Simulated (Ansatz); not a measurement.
PbF2 (fluorite), relaxed with r2SCAN, was run in Ansatz 0.2.0 under altered settings. All numbers are computed, without spin polarisation but where a row says otherwise.

```xyz
3
Lattice="0.0000 2.9604 2.9604 2.9604 0.0000 2.9604 2.9604 2.9604 0.0000" Properties=species:S:1:pos:R:3 pbc="T T T"
Pb    0.0000    0.0000    0.0000
F     1.4802    1.4802    1.4802
F     4.4407    4.4407    4.4407
```

The base run's other keys:
```yaml
kpoints:
  mp_grid: { grid: [4, 4, 4] }
hamiltonian:
  xc: hse06
scf:
  occupations: { method: fixed }
  n_extra_bands: 4
```

It takes 13 iterations with 965 plane waves at 420 eV and 8 k points, and leaves a mean stress of +1.19 GPa. The gap over this mesh is 5.728 eV.

Outcomes, with energy and stress as changes against the base:

| setting | outcome | ΔF (meV/atom) | Δ mean stress (GPa) | gap on the mesh (eV) | iterations |
| --- | --- | --- | --- | --- | --- |
| PBE hybrid, exx coeff 1.5, unscreened | refused | – | – | – | – |
| PBE hybrid, exx coeff 1.5, omega 0.1 1/Å | refused | – | – | – | – |
| scf.exx.q_mesh: [3, 3, 3] | refused | – | – | – | – |
| scf.mixing.ndim: 30 | converged | 0.0 | 0.0 | 5.728 | 13 |
| scf.n_extra_bands: 24 | converged | 0.0 | 0.0 | 5.728 | 13 |

A dash marks a value that wasn't obtained or can't be compared. Stress is positive in compression.

- PBE hybrid, exx coeff 1.5, unscreened. It is rejected at once. Error: invalid value for `hamiltonian.xc.exx.coeff`: must be finite and in (0, 1]; got 1.5
- PBE hybrid, exx coeff 1.5, omega 0.1 1/Å. The program doesn't start. Error: invalid value for `hamiltonian.xc.exx.coeff`: must be finite and in (0, 1]; got 1.5
- scf.exx.q_mesh: [3, 3, 3]. The program doesn't start. Error: invalid value for `scf.exx.q_mesh`: must divide elementwise kpoints.mp_grid.grid

Within 1 meV an atom, 0.1 GPa and 0.005 eV of the base stay: scf.mixing.ndim: 30; scf.n_extra_bands: 24.

Spin-orbit coupling is left out, which matters wherever the heavy atoms make up the band edges.

The program warns that its thresholds are loose for a hybrid's stress.

The meshes of the hybrids are coarse, so their gaps aren't converged to the digits shown.
